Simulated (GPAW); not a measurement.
# La (Im-3m) in GPAW: a run that goes wrong, beside a sound one

Two runs on La: the first has a flaw, the second is sound.

Program: GPAW 26.7.0. These are calculated values, not measurements. Logs are shortened: lines on timing, memory, paths and dates and some standing lists are left out, and cuts for length are marked. The log counts tension as positive stress, the text compression.

### Step 1. Starting point

Symmetry: Im-3m, No. 229, cubic system. Conventional cell: a = 4.248 Å, b = 4.248 Å, c = 4.248 Å, α = 90.00°, β = 90.00°, γ = 90.00°. La (site symmetry m-3m) has 8 La at 3.68 Å as nearest neighbours.

This isn't the form of La at room conditions, which is double hcp.

### Step 2. A run with an altered input

run.py reads:

```python
from ase import Atoms
from ase.dft.bandgap import bandgap
from ase.io import write
from ase.units import GPa
from gpaw import GPAW, PW

atoms = Atoms(['La'],
              cell=[[-2.123831071, 2.123831071, 2.123831071],
                    [2.123831071, -2.123831071, 2.123831071],
                    [2.123831071, 2.123831071, -2.123831071]],
              scaled_positions=[[0.0, 0.0, 0.0]],
              pbc=True)

calc = GPAW(mode=PW(800),
            xc='PBE',
            kpts={'size': (9, 9, 9), 'gamma': True},
            occupations={'name': 'fermi-dirac', 'width': 0.05},
            soc=True,
            nbands=16,
            convergence={'density': 1e-05, 'energy': 1e-05},
            maxiter=100,
            txt='gpaw.txt')
atoms.calc = calc
energy = atoms.get_potential_energy()
forces = atoms.get_forces()
stress = atoms.get_stress()
calc.write('gs.gpw')
write('result.traj', atoms)
print(f'Energy: {energy:.6f} eV')
print('Forces (eV/A):')
print(forces.round(4))
print('Stress (GPa):', (stress / GPa).round(3))
print('Fermi level:', round(calc.get_fermi_level(), 4), 'eV')
print(f'Gap: {bandgap(calc)[0]:.4f} eV, direct: {bandgap(calc, direct=True)[0]:.4f} eV')
```

Potentials or basis: GPAW PAW data sets (gpaw-data 1.2.1), pw.

Launch:

```sh
$ OMP_NUM_THREADS=1 python run.py
```

gpaw.txt:

```text
__  _  _
 | _ |_)|_||  |
 |__||  | ||/\| - 26.7.0

Input parameters:
  mode=PW(ecut=800.0),
  convergence={'density': 1e-05, 'energy': 1e-05},
  kpts=MonkhorstPack(size=(9, 9, 9), gamma=True),
  maxiter=100,
  nbands=16,
  occupations=Occupations(name='fermi-dirac', width=0.05),
  soc=True,
  xc=XC(name='PBE')
```

On the terminal:

```text
ValueError: operands could not be broadcast together with shapes (0,32,32) (3,32,32)
```

stdout:

```text
ValueError: operands could not be broadcast together with shapes (0,32,32) (3,32,32)
```

Run time: 1.3 s. Hardware: 1 thread of Arm Neoverse V2, shared host; peak memory 0.15 GiB.

The program refused the input. What is wrong with the input: spin-orbit coupling asked of a collinear run (soc = yes).

### Step 3. Single point, PBE

Changes to run.py since step 2:

```diff
@@ -3,4 +3,5 @@
 from ase.io import write
-from ase.units import GPa
+from ase.units import Bohr, GPa
 from gpaw import GPAW, PW
+from gpaw.elf import elf_from_dft_calculation
 
@@ -17,6 +18,5 @@
             occupations={'name': 'fermi-dirac', 'width': 0.05},
-            soc=True,
             nbands=16,
             convergence={'density': 1e-05, 'energy': 1e-05},
-            maxiter=100,
+            maxiter=150,
             txt='gpaw.txt')
@@ -34 +34,6 @@
 print(f'Gap: {bandgap(calc)[0]:.4f} eV, direct: {bandgap(calc, direct=True)[0]:.4f} eV')
+
+# fields on the real-space grid
+write('density.cube', atoms, data=calc.get_pseudo_density() * Bohr**3)
+write('potential.cube', atoms, data=calc.get_electrostatic_potential())
+write('elf.cube', atoms, data=elf_from_dft_calculation(calc).data)
```

Potentials or basis: GPAW PAW data sets (gpaw-data 1.2.1), pw.

Launch:

```sh
$ OMP_NUM_THREADS=1 python run.py
```

Run time: 16 s. Hardware: 1 thread of Arm Neoverse V2, shared host; peak memory 0.18 GiB.

The run converged. Its results:

```yaml
Free_energy: -4.6216 eV
Pressure: -0.5 GPa
Band_gap_on_the_k_mesh: none (metal or under the smearing width)
```

Levels at points of the mesh, in eV from the Fermi level:
```
           k point  band 3  band 4  band 5  band 6  band 7  band 8
(0.00, 0.00, 0.00)  -15.96  -15.96   -3.24    1.45    1.45    1.45
```

Caveat: one-centre terms of the f shell are cut off.
